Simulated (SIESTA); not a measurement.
Runs of SIESTA 5.4.2 on C. It takes space group Fd-3m (No. 227, cubic). The conventional cell has a = 3.567 Å, b = 3.567 Å, c = 3.567 Å, α = 90.00°, β = 90.00°, γ = 90.00°. Around C (site symmetry -43m) lie 4 C at 1.54 Å. This isn't the form of C at room conditions, which is graphite.

```tsv
task	level	potentials or basis	k mesh	wannier functions	bands left out below	wannier mesh	gap on the mesh (eV)	pressure (GPa)	V0 of scaled cells (Å³/atom)	B0 (GPa)
equation of state	PBEsol	PseudoDojo 0.4 standard (PBEsol files), DZP (energy shift 0.003 Ry)	13 × 13 × 13	-	-	-	-	-	5.74	(c)
band structure	BLYP	PseudoDojo 0.4 standard (PBE files), DZP (energy shift 0.003 Ry)	13 × 13 × 13	-	-	-	4.53	24.8	-	-
equation of state	LDA	PseudoDojo 0.4 standard (LDA files), DZP (energy shift 0.003 Ry)	13 × 13 × 13	-	-	-	-	-	5.63	454
Wannier functions	PBE	PseudoDojo 0.4 standard (PBE files), TZP (energy shift 0.003 Ry)	10 × 10 × 10	4	0	6 × 6 × 6	4.30	6.1	-	-
single point	PBEsol	PseudoDojo 0.4 standard (PBEsol files), DZP (energy shift 0.003 Ry)	13 × 13 × 13	-	-	-	4.15	5.1	-	-
band structure	AM05	PseudoDojo 0.4 standard (PBEsol files), DZP (energy shift 0.003 Ry)	13 × 13 × 13	-	-	-	4.14	3.6	-	-
band structure	vdW-DF-cx	PseudoDojo 0.4 standard (PBE files), DZP (energy shift 0.003 Ry)	13 × 13 × 13	-	-	-	(a)	(b)	-	-
```

Alike in all rows: no spin polarisation; cell as given; smearing fermi-dirac 0.05 eV; grid cutoff 500 Ry; energy shift 0.003 Ry.

Q: Fill in the values left out.

A: (a) 4.23; (b) 8.4; (c) 441.

Caveats: the basis of atomic orbitals isn't converged, which shifts pressures, moduli and gaps; the potentials were made for another functional, which shifts forces and pressure (some runs); an odd mesh through Γ misses points on the zone boundary, where band edges often lie (some runs).
